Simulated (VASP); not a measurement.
SnS:

```
Sn S
1.0
    11.10224    0.00000    0.00000
     0.00000    3.98561    0.00000
     0.00000    0.00000    4.22986
Sn S
4 4
Direct
  0.11852 0.25000 0.10999
  0.38148 0.75000 0.60999
  0.61852 0.25000 0.39001
  0.88148 0.75000 0.89001
  0.85325 0.25000 0.47437
  0.64675 0.75000 0.97437
  0.35325 0.25000 0.02563
  0.14675 0.75000 0.52563
```

Program: VASP 6.6.1. Alike in all runs: task band structure; potentials or basis VASP PAW PBE potentials, release 64 (Sn_d, S); cell as given; cutoff (eV) 520; smearing gaussian 0.03 eV. Hardware: 2 MPI ranks on AMD EPYC 9R45 96-Core Processor (Zen 5), on a shared host.

Order these runs on this cell by their wall time, lowest first.
A. level PBE; spin off; k mesh 4 × 8 × 6; further INCAR settings ALGO = Fast; EDIFF = 1e-06
B. level TB-mBJ; spin SOC, no magnetisation; k mesh 2 × 6 × 6; further INCAR settings ALGO = Normal; EDIFF = 1e-06
C. level TB-mBJ; spin off; k mesh 4 × 8 × 6; further INCAR settings ALGO = Normal; EDIFF = 1e-06

A (500 s), C (1200 s), B (4800 s).
